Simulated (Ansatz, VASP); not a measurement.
**One calculation of Cs, two programs**

```
Cs
1.0
    -2.51933    2.51933    9.46637
     2.51933   -2.51933    9.46637
     2.51933    2.51933   -9.46637
Cs
2
Direct
  0.50000 0.50000 0.00000
  0.25000 0.75000 0.50000
```

Change from the starting cell: volume scaled by 0.96.

Alike in both runs: task single point; functional PBE; k mesh 7 × 7 × 7; occupations fermi-dirac, width 0.05 eV; no spin polarisation.

|  | VASP | Ansatz |
| --- | --- | --- |
| version | VASP 6.6.1 | Ansatz 0.2.0 |
| potentials or method | VASP PAW PBE potentials, release 64 (Cs_sv) | Ansatz PAW |
| plane-wave cutoff (eV) | 520 | 420 |
| valence electrons in the cell | 18 | 18 |

|  | VASP | Ansatz | Ansatz less VASP |
| --- | --- | --- | --- |
| gap on the k mesh at the Fermi level (eV) | none | none | - |
| pressure (GPa) | 0.0 | 0.0 | +0.01 |
| largest component of the traceless stress (GPa) | 0.09 | 0.09 | 0.000 |

A gap of «none» marks a metal or a gap that the smearing closes.

The runs have no spin-orbit coupling, so splittings on Cs are missing.
